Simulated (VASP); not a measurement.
# BAs (F-43m) in VASP: further runs, part 2 of 3

VASP 6.6.1. Earlier steps stand in the parts before.

### Step 3. Relaxation of the atoms, PBE+D3(BJ) (a relaxed cell with its volume scaled by 1.06)

INCAR

```
SYSTEM = BAs
PREC = Accurate
ENCUT = 600
EDIFF = 1E-7
ISMEAR = 0
SIGMA = 0.03
LREAL = .FALSE.
LASPH = .TRUE.
NELM = 80
ALGO = Normal
ISIF = 2
LWAVE = .FALSE.
LCHARG = .FALSE.
GGA = PE
IVDW = 12
IBRION = 2
NSW = 40
EDIFFG = -0.01
```

KPOINTS

```
Automatic mesh
0
G
  10 10 10
  0 0 0
```

POSCAR

```
BAs                                     
1.0
    0.0000000000      2.4326505804      2.4326505804
    2.4326505804      0.0000000000      2.4326505804
    2.4326505804      2.4326505804      0.0000000000
  B               As            
     1     1
Direct
     0.0000000000000000    0.0000000000000000    0.0000000000000000
     0.2500000000000000    0.2500000000000000    0.2500000000000000
```

Potentials or basis: VASP PAW PBE potentials, release 64 (B, As).

Launch:

```sh
> cat potpaw_PBE.64/B/POTCAR potpaw_PBE.64/As/POTCAR > POTCAR
> mpirun -np 1 vasp_std > vasp.out
```

OUTCAR:

```text
SYSTEM = BAs
   PREC = Accurate
   ENCUT = 600
   EDIFF = 1E-7
   ISMEAR = 0
   LREAL = .FALSE.
   LASPH = .TRUE.
   NELM = 80
   ISIF = 2
   GGA = PE
   IVDW = 12
   IBRION = 2
   NSW = 40
   EDIFFG = -0.01
 IVDW          = 12

 ion  position               nearest neighbor table
   1  0.000  0.000  0.000-   2 2.11   2 2.11   2 2.11   2 2.11
   2  0.250  0.250  0.250-   1 2.11   1 2.11   1 2.11   1 2.11

  LATTYP: Found a face centered cubic cell.
 ALAT       =     4.8653011608

  Lattice vectors:

 A1 = (   0.0000000000,   2.4326505804,   2.4326505804)
 A2 = (   2.4326505804,   0.0000000000,   2.4326505804)
 A3 = (   2.4326505804,   2.4326505804,   0.0000000000)

Analysis of symmetry for initial positions (statically):
=====================================================================
 Subroutine PRICEL returns:
 Original cell was already a primitive cell.

 Routine SETGRP: Setting up the symmetry group for a
 face centered cubic supercell.

 Subroutine GETGRP returns: Found 24 space group operations
 (whereof 24 operations were pure point group operations)
 out of a pool of 48 trial point group operations.

The static configuration has the point symmetry T_d .

Analysis of symmetry for dynamics (positions and initial velocities):
=====================================================================
 Subroutine PRICEL returns:
 Original cell was already a primitive cell.

 Routine SETGRP: Setting up the symmetry group for a
 face centered cubic supercell.

 Subroutine GETGRP returns: Found 24 space group operations
 (whereof 24 operations were pure point group operations)
 out of a pool of 48 trial point group operations.

The dynamic configuration has the point symmetry T_d .

 Subroutine INISYM returns: Found 24 space group operations
 (whereof 24 operations are pure point group operations),
 and found     1 'primitive' translations

----------------------------------------------------------------------------------------

                                     Primitive cell

  volume of cell :      28.7918

  direct lattice vectors                    reciprocal lattice vectors
     0.000000000  2.432650580  2.432650580    -0.205537122  0.205537122  0.205537122
     2.432650580  0.000000000  2.432650580     0.205537122 -0.205537122  0.205537122
     2.432650580  2.432650580  0.000000000     0.205537122  0.205537122 -0.205537122

  length of vectors
     3.440287443  3.440287443  3.440287443     0.356000739  0.356000739  0.356000739

  position of ions in fractional coordinates (direct lattice)
     0.000000000  0.000000000  0.000000000
     0.250000000  0.250000000  0.250000000

  ion indices of the primitive-cell ions
   primitive index   ion index
                 1           1
                 2           2

----------------------------------------------------------------------------------------

 KPOINTS: Automatic mesh

Automatic generation of k-mesh.
 Grid dimensions read from file:
 generate k-points for:   10   10   10

 Generating k-lattice:

  Cartesian coordinates                     Fractional coordinates (reciprocal lattice)
    -0.020553712  0.020553712  0.020553712     0.100000000  0.000000000  0.000000000
     0.020553712 -0.020553712  0.020553712     0.000000000  0.100000000  0.000000000
     0.020553712  0.020553712 -0.020553712     0.000000000  0.000000000  0.100000000

  Length of vectors
     0.035600074  0.035600074  0.035600074

  Shift w.r.t. Gamma in fractional coordinates (k-lattice)
     0.000000000  0.000000000  0.000000000

 Subroutine IBZKPT returns following result:
 ===========================================

 Found     47 irreducible k-points:

 Following reciprocal coordinates:
            Coordinates               Weight
  0.000000  0.000000  0.000000      1.000000
  0.100000  0.000000  0.000000      8.000000
  0.200000  0.000000  0.000000      8.000000
  0.300000  0.000000  0.000000      8.000000
  0.400000  0.000000  0.000000      8.000000
  0.500000  0.000000  0.000000      4.000000
[... 16 lines left out ...]
  0.300000  0.300000  0.000000      6.000000
  0.400000  0.300000  0.000000     24.000000
 [... further k-points ...]
   k-points           NKPTS =     47   k-points in BZ     NKDIM =     47   number of bands    NBANDS=      8
   number of dos      NEDOS =    301   number of ions     NIONS =      2
   total plane-waves  NPLWV =  21952
   dimension x,y,z NGX =    28 NGY =   28 NGZ =   28
   dimension x,y,z NGXF=    56 NGYF=   56 NGZF=   56
   ions per type =               1   1
   NGX,Y,Z   is equivalent  to a cutoff of  13.53, 13.53, 13.53 a.u.
   NGXF,Y,Z  is equivalent  to a cutoff of  27.06, 27.06, 27.06 a.u.
 SYSTEM =  BAs
   PREC   = accura    normal or accurate (medium, high low for compatibility)
   ISTART =      0    job   : 0-new  1-cont  2-samecut
   ICHARG =      2    charge: 1-file 2-atom 10-const
   ISPIN  =      1    spin polarized calculation?
   LNONCOLLINEAR =      F non collinear calculations
   LSORBIT =      F    spin-orbit coupling
   LASPH  =      T    aspherical Exc in radial PAW
   ENCUT  =  600.0 eV  44.10 Ry    6.64 a.u.   6.87  6.87  6.87*2*pi/ulx,y,z
   NELM   =     80;   NELMIN=  2; NELMDL= -5     # of ELM steps
   EDIFF  = 0.1E-06   stopping-criterion for ELM
   LREAL  =      F    real-space projection
   EDIFFG = -.1E-01   stopping-criterion for IOM
   NSW    =     40    number of steps for IOM
   IBRION =      2    ionic relax: 0-MD 1-quasi-New 2-CG
   NFREE  =      1    steps in history (QN), initial steepest desc. (CG)
   ISIF   =      2    stress and relaxation
   ISYM   =      2    0-nonsym 1-usesym 2-fastsym
   POTIM  = 0.5000    time-step for ionic-motion
   TEBEG  =    0.0;   TEEND  =   0.0 temperature during run
   PSTRESS=    0.0 pullay stress
   NELECT =       8.0000    total number of electrons
   NUPDOWN=      -1.0000    fix difference up-down
   EMIN   =  10.00;   EMAX   =-10.00  energy-range for DOS
   EFERMI =   0.00;   METHOD = LEGACY
   ISMEAR =     0;   SIGMA  =   0.03  broadening in eV -4-tet -1-fermi 0-gaus
   EFERMI_NEDOS =   21; number of points for ismear=-14 and -15
   IALGO  =     38    algorithm
   IMIX   =      4    mixing-type and parameters
     AMIX     =   0.40;   BMIX     =  1.00
     AMIX_MAG =   1.60;   BMIX_MAG =  1.00
  volume/ion in A,a.u.               =      14.40        97.15
  Fermi-wavevector in a.u.,A,eV,Ry     =   1.068272  2.018741 15.527032  1.141205
  Thomas-Fermi vector in A             =   2.203915
   LORBIT       =      0    0 simple, 1 ext, 2 COOP (PROOUT), +10 PAW based schemes
   GGA     = PE    functional components
   LHFCALC =     F    Hartree Fock is set to
   AEXX    =    0.0000 exact exchange contribution
   IVDW    =    12    specifies the selected vdW correction
   LEPSILON=     F    determine dielectric tensor
   LRPA    =     F    only Hartree local field effects (RPA)
 conjugate gradient relaxation of ions
 non-spin polarized calculation
 Gauss-broadening in eV      SIGMA  =   0.03
  energy-cutoff  :      600.00
  volume of cell :       28.79
 maximum number of plane-waves:       982
   NGX = 13   NGY = 13   NGZ = 13

 number of electron       7.9999999 magnetization

 Free energy of the ion-electron system (eV)
  ---------------------------------------------------
  ext. energy  EPLUGINS =         0.00000000
  ---------------------------------------------------
  free energy    TOTEN  =       -11.40433699 eV

  energy without entropy =      -11.40433699  energy(sigma->0) =      -11.40433699

 E-fermi :   5.6751     XC(G=0): -10.3476

 val. band max:        5.5332490431   @ k =   0.0000   0.0000   0.0000
 cond. band min:       6.7640706349   @ k =   0.4000   0.4000   0.0000
 fundamental gap:      1.2308215918
 Fermi energy:         5.6751431640

 k-point     1 :       0.0000    0.0000    0.0000
  band No.  band energies     occupation
      1      -9.3782      2.00000
      2       5.5332      2.00000
      3       5.5332      2.00000
      4       5.5332      2.00000
      5       8.7429      0.00000
      6       8.7429      0.00000
      7       8.7429      0.00000
      8       9.5332      0.00000
[... 243 lines left out ...]
 k-point    24 :       0.4000    0.3000    0.0000
  band No.  band energies     occupation
      1      -6.8832      2.00000
      2      -0.7796      2.00000
      3       1.7812      2.00000
      4       2.2428      2.00000
      5       7.2570      0.00000
      6       8.9037      0.00000
      7      13.9860      0.00000
      8      14.2448      0.00000

 [... further k-points ...]

------------------------ aborting loop because EDIFF is reached ----------------------------------------

 Edisp (eV)   -0.62471

 E8    (eV) :    -0.2485

  FORCE on cell =-STRESS in cart. coord.  units (eV):
  Direction    XX          YY          ZZ          XY          YZ          ZX
  --------------------------------------------------------------------------------------
  -------------------------------------------------------------------------------------
  Total      -1.29191    -1.29191    -1.29191    -0.00000    -0.00000     0.00000
  in kB     -71.89110   -71.89110   -71.89110    -0.00000    -0.00000     0.00000
  external pressure =      -71.89 kB  Pullay stress =        0.00 kB

 VOLUME and BASIS-vectors are now :
 -----------------------------------------------------------------------------
  energy-cutoff  :      600.00
  volume of cell :       28.79
      direct lattice vectors                 reciprocal lattice vectors
     0.000000000  2.432650580  2.432650580    -0.205537122  0.205537122  0.205537122
     2.432650580  0.000000000  2.432650580     0.205537122 -0.205537122  0.205537122
     2.432650580  2.432650580  0.000000000     0.205537122  0.205537122 -0.205537122

 POSITION                                       TOTAL-FORCE (eV/Angst)
 -----------------------------------------------------------------------------------
      0.00000      0.00000      0.00000        -0.000000      0.000000      0.000000
      1.21633      1.21633      1.21633         0.000000     -0.000000     -0.000000
 -----------------------------------------------------------------------------------
    total drift:                               -0.000000     -0.000000     -0.000000

  FREE ENERGIE OF THE ION-ELECTRON SYSTEM (eV)
  ---------------------------------------------------
  free  energy   TOTEN  =       -12.0290512331 eV

  energy  without entropy=      -12.0290512331  energy(sigma->0) =      -12.02905123

 reached required accuracy - stopping structural energy minimisation
```

OSZICAR:

```text
N       E                     dE             d eps       ncg     rms          rms(c)
DAV:   1     0.140702907879E+02    0.14070E+02   -0.40599E+03   752   0.967E+02
DAV:   2    -0.115626862162E+02   -0.25633E+02   -0.24959E+02  1144   0.110E+02
DAV:   3    -0.119419807639E+02   -0.37929E+00   -0.37929E+00   840   0.176E+01
DAV:   4    -0.119426388936E+02   -0.65813E-03   -0.65813E-03  1136   0.792E-01
DAV:   5    -0.119426391995E+02   -0.30594E-06   -0.30594E-06   848   0.103E-02    0.456E+00
DAV:   6    -0.114574174107E+02    0.48522E+00   -0.16470E+00   792   0.646E+00    0.227E+00
DAV:   7    -0.114100371799E+02    0.47380E-01   -0.16493E-01  1064   0.250E+00    0.916E-01
DAV:   8    -0.114038278625E+02    0.62093E-02   -0.20669E-02   808   0.100E+00    0.106E-01
DAV:   9    -0.114041427391E+02   -0.31488E-03   -0.63058E-04   952   0.196E-01    0.586E-02
DAV:  10    -0.114043312619E+02   -0.18852E-03   -0.30174E-04   848   0.127E-01    0.155E-02
DAV:  11    -0.114043371557E+02   -0.58938E-05   -0.12323E-05  1168   0.270E-02    0.120E-02
DAV:  12    -0.114043369736E+02    0.18212E-06   -0.25460E-06   784   0.113E-02    0.206E-03
DAV:  13    -0.114043369893E+02   -0.15656E-07   -0.75052E-08   696   0.224E-03
   1 F= -.12029051E+02 E0= -.12029051E+02  d E =-.120291E+02
```

Wall time 6.1 s (1 thread of Intel Xeon 6975P-C (Granite Rapids), shared host); peak memory 0.17 GiB.

Results:

```yaml
Free_energy: -12.0291 eV
Pressure_after_relaxing: -7.2 GPa
Band_gap_on_the_k_mesh: 1.23 eV, indirect (least direct gap 3.21 eV)
Dispersion_energy_per_atom: -0.312 eV
```

Final structure:
```yaml
crystal:
  lattice:
    - [0.00000, 2.43265, 2.43265]
    - [2.43265, 0.00000, 2.43265]
    - [2.43265, 2.43265, 0.00000]
  atoms:
    - { symbol: B, position: [0.00000, 0.00000, 0.00000] }
    - { symbol: As, position: [0.25000, 0.25000, 0.25000] }
```

Caveat: the relaxation stopped at its first step, so nothing moved. A k mesh can miss the band edges.

(Continued in part 3 of 3.)
